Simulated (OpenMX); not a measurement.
## CoO under changes of volume

One of the cells (9.776 Å³/atom); the others are scaled copies at fixed shape and fractional positions:

```
CELL_PARAMETERS angstrom
-1.51799 1.51799 2.12120
1.51799 -1.51799 2.12120
1.51799 1.51799 -2.12120
ATOMIC_POSITIONS crystal
Co 0.00000 0.00000 0.00000
O 0.50000 0.50000 0.00000
```

| Item | Value |
| --- | --- |
| Program | OpenMX 3.8.5 |
| Functional | PBE |
| Potentials or basis | OpenMX 2013 PBE set, Co6.0H-s3p2d1, O6.0-s2p2d1, fixed grid of 28 × 28 × 24 points |
| k mesh | 13 × 13 × 13 |
| Occupations | fermi-dirac, width 0.05 eV |
| Spin | collinear spin, ferromagnetic start |
| Starting moments | [2.0, 0.0] μB |

```csv
volume (Å³/atom),energy over the lowest point (meV/atom),moment (μB per cell)
9.009,14.72,2.38
9.201,4.76,2.43
9.392,0.00,2.47
9.776,4.87,2.54
9.967,?,?
10.159,25.44,2.62
```

Q: What does the run at 9.967 Å³/atom give?

A: Energy over the lowest point 13.33 meV/atom; moment 2.58 μB per cell.

Worked out: A Birch-Murnaghan fit of order 3 (a polynomial in V^(-2/3)) to the other rows has its minimum at 9.48 Å³/atom with B0 = V·E''(V) = 191 GPa and B' = 4.1 at fixed shape and positions, which overstates the stiffness. It gives 13.34 meV/atom at 9.967 Å³/atom, against the run's 13.33. A straight line through the other rows of the moment, of slope 0.204 μB per Å³/atom, gives 2.58 μB, against the run's 2.58.

Energies are extrapolated to zero smearing.

Caveats: the transition metal has a single d function, too few for pressures, volumes and moments; the real-space grid is coarse for these elements, which adds noise of up to some 20 meV/atom to energies and shifts forces, pressures and volumes; the basis of atomic orbitals isn't converged, which shifts pressures, moduli and gaps; a cell with one magnetic atom can't hold antiferromagnetic order, which such compounds often take.
